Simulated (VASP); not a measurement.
## TaS2: relaxation of cell and atoms with PBE

The system is TaS2.

```
Ta S
1.0
     3.35000    0.00000    0.00000
    -1.67500    2.90119    0.00000
     0.00000    0.00000    5.86000
Ta S
1 2
Direct
  0.00000 0.00000 0.00000
  0.66667 0.33333 0.75000
  0.33333 0.66667 0.25000
```

```yaml
Program: VASP 6.6.1
Task: relaxation of cell and atoms
Functional: PBE
Potentials_or_basis: VASP PAW PBE potentials, release 64 (Ta, S)
Cutoff: 580 eV
k_mesh: 9 × 9 × 5
Occupations: fermi-dirac, width 0.05 eV
Spin: no spin polarisation
Further_INCAR_settings: ALGO = Normal; EDIFF = 1e-06; IBRION = 2; EDIFFG = -0.005; NSW = 40; ISIF = 3
```

```yaml
Relaxed_volume: 21.72 Å³/atom
Relaxed_cell: a = 3.370 Å, b = 3.370 Å, c = 6.627 Å, α = 90.00°, β = 90.00°, γ = 120.00°
Space_group_after_relaxing_to_0.05_Å: P-3m1 (No. 164)
Energy_gained_by_relaxing: 45.8 meV/atom
Ionic_steps: 33
Pressure_after_relaxing: 0.0 GPa
Largest_force_after_relaxing: 0.005 eV/Å
Band_gap_on_the_k_mesh: none (metal or under the smearing width)
```

Forces on the atoms (eV/Å):
```
Ta   0.000  0.000  0.000
S    0.000  0.000  0.005
S    0.000  0.000 -0.005
```

Step by step:
| step | energy change (eV) | largest force (eV/Å) | pressure (GPa) | volume (Å³) |
| --- | --- | --- | --- | --- |
| 1 | 0.0000 | 1.2292 | 8.93 | 56.95 |
| 2 | 0.2548 | 1.9357 | -12.76 | 66.11 |
| 3 | -0.1080 | 0.0800 | -0.65 | 59.96 |
| 4 | -0.1082 | 0.0342 | -0.31 | 59.84 |
| 5 | -0.1082 | 0.0113 | -0.15 | 59.78 |
| 6 | -0.1155 | 0.0796 | 0.10 | 59.66 |
| 7 | -0.1175 | 0.1402 | 0.34 | 59.54 |
| 8 | -0.1199 | 0.1465 | 0.18 | 59.87 |
| 9 | -0.1257 | 0.1623 | -0.25 | 60.86 |
| 10 | -0.1319 | 0.1863 | -0.93 | 62.85 |
| 11 | -0.1336 | 0.1220 | -0.54 | 62.87 |
| 12 | -0.1349 | 0.0180 | 0.11 | 62.91 |
| 13 | -0.1350 | 0.0175 | 0.33 | 62.92 |
| 14 | -0.1352 | 0.0221 | 0.35 | 63.02 |
| 15 | -0.1357 | 0.0355 | 0.38 | 63.33 |
| 16 | -0.1364 | 0.0665 | 0.47 | 63.96 |
| 17 | -0.1370 | 0.0280 | -0.17 | 64.46 |
| 18 | -0.1370 | 0.0170 | -0.11 | 64.40 |
| 19 | -0.1370 | 0.0223 | -0.10 | 64.46 |
| 20 | -0.1372 | 0.0362 | -0.08 | 64.62 |
| 21 | -0.1370 | 0.0643 | -0.08 | 64.94 |
| 22 | -0.1372 | 0.0435 | -0.09 | 64.71 |
| 23 | -0.1373 | 0.0236 | 0.05 | 64.73 |
| 24 | -0.1373 | 0.0097 | 0.14 | 64.74 |
| 25 | -0.1374 | 0.0042 | 0.13 | 64.83 |
| 26 | -0.1375 | 0.0099 | 0.07 | 65.07 |
| 27 | -0.1375 | 0.0124 | 0.06 | 65.12 |
| 28 | -0.1375 | 0.0096 | -0.08 | 65.22 |
| 29 | -0.1375 | 0.0011 | -0.04 | 65.18 |
| 30 | -0.1375 | 0.0033 | -0.02 | 65.18 |
| 31 | -0.1375 | 0.0077 | 0.03 | 65.17 |
| 32 | -0.1375 | 0.0052 | 0.02 | 65.17 |
| 33 | -0.1375 | 0.0049 | 0.01 | 65.17 |

Final structure:
```xyz
3
Lattice="3.3699 0.0000 0.0000 -1.6850 2.9185 0.0000 0.0000 0.0000 6.6267" Properties=species:S:1:pos:R:3 pbc="T T T"
Ta    0.0000    0.0000    0.0000
S     1.6850    0.9728    5.0913
S     0.0000    1.9456    1.5354
```

Levels at points of the mesh, in eV from the Fermi level:
```csv
k point,band 5,band 6,band 7,band 8,band 9,band 10,band 11,band 12
"(0.00, 0.00, 0.00)",-3.74,-1.91,-0.65,-0.65,0.18,0.18,0.18,3.97
```

It took 7.9 min on 1 thread of Intel(R) Xeon(R) Platinum 8488C (Sapphire Rapids) (shared host), peak memory 0.22 GiB.

Caveat: this functional lacks dispersion, which binds the layers, so the pressure and a relaxed spacing across them are unreliable; the volume moved by +14 % from the deposited cell, more than functionals usually miss. PBE usually gives volumes a little too large and moduli too small.
